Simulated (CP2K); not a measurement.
Runs of CP2K 2026.2 on Ag. It takes space group Fm-3m (No. 225, cubic). Conventional cell: a = 4.085 Å, b = 4.085 Å, c = 4.085 Å, α = 90.00°, β = 90.00°, γ = 90.00°. Ag (site symmetry m-3m) is surrounded by 12 Ag at 2.89 Å. 

| task | level | potentials or basis | basis sets | potentials | points a segment of the path (NPOINTS) | bands added on the path | CUTOFF of the grids | gap on the mesh (eV) | pressure (GPa) |
| --- | --- | --- | --- | --- | --- | --- | --- | --- | --- |
| band structure | PBE | POTENTIAL_UZH Ag GTH-PBE-q11; TZVP-MOLOPT-PBE-GTH basis | Ag TZVP-MOLOPT-PBE-GTH-q11 | Ag GTH-PBE-q11 of POTENTIAL_UZH | 6 | 6 | 675 Ry | none | 4.2 |
| atomic charges | PBE | POTENTIAL_UZH Ag GTH-PBE-q11; DZVP-MOLOPT-PBE-GTH basis | Ag DZVP-MOLOPT-PBE-GTH-q11 | Ag GTH-PBE-q11 of POTENTIAL_UZH | - | - | 450 Ry | none | 4.2 |
| band structure | PBEsol | POTENTIAL_UZH Ag GTH-PBE-q11; TZVP-MOLOPT-PBE-GTH basis | Ag TZVP-MOLOPT-PBE-GTH-q11 | Ag GTH-PBE-q11 of POTENTIAL_UZH | 6 | 6 | 675 Ry | none | (a) |
| atomic charges | PBE | GTH_POTENTIALS Ag GTH-PBE-q11; DZVP-MOLOPT-SR-GTH basis | Ag DZVP-MOLOPT-SR-GTH-q11 | Ag GTH-PBE-q11 of GTH_POTENTIALS | - | - | 450 Ry | none | (b) |
| atomic charges | PBE | POTENTIAL_UZH Ag GTH-PBE-q11; ccGRB-D basis | Ag ccGRB-D-q11 | Ag GTH-PBE-q11 of POTENTIAL_UZH | - | - | 450 Ry | none | 9.5 |
| band structure | WC | POTENTIAL_UZH Ag GTH-PBE-q11; TZVP-MOLOPT-PBE-GTH basis | Ag TZVP-MOLOPT-PBE-GTH-q11 | Ag GTH-PBE-q11 of POTENTIAL_UZH | 6 | 6 | 675 Ry | none | -1.3 |
| atomic charges | PBE | POTENTIAL_UZH Ag GTH-PBE-q11; TZVP-MOLOPT-PBE-GTH basis | Ag TZVP-MOLOPT-PBE-GTH-q11 | Ag GTH-PBE-q11 of POTENTIAL_UZH | - | - | 450 Ry | none | 4.2 |
| atomic charges | PBE | GTH_POTENTIALS Ag GTH-PBE-q11; TZVP-MOLOPT-SR-GTH basis | Ag TZVP-MOLOPT-SR-GTH-q11 | Ag GTH-PBE-q11 of GTH_POTENTIALS | - | - | 450 Ry | none | 5.4 |

Alike in all rows: no spin polarisation; cell as given; k mesh 11 × 11 × 11; smearing fermi-dirac 0.05 eV.

Problem. Fill in the values left out.

Solution. (a) -2.3; (b) 5.7.

Caveats: the basis of atomic orbitals isn't converged, which shifts pressures, moduli and gaps; the potentials were made for another functional, which shifts forces and pressure (some runs).

A k mesh can miss the band edges, and the runs leave out spin-orbit coupling on Ag.

A gap of «none» marks a metal or a gap under the smearing width.
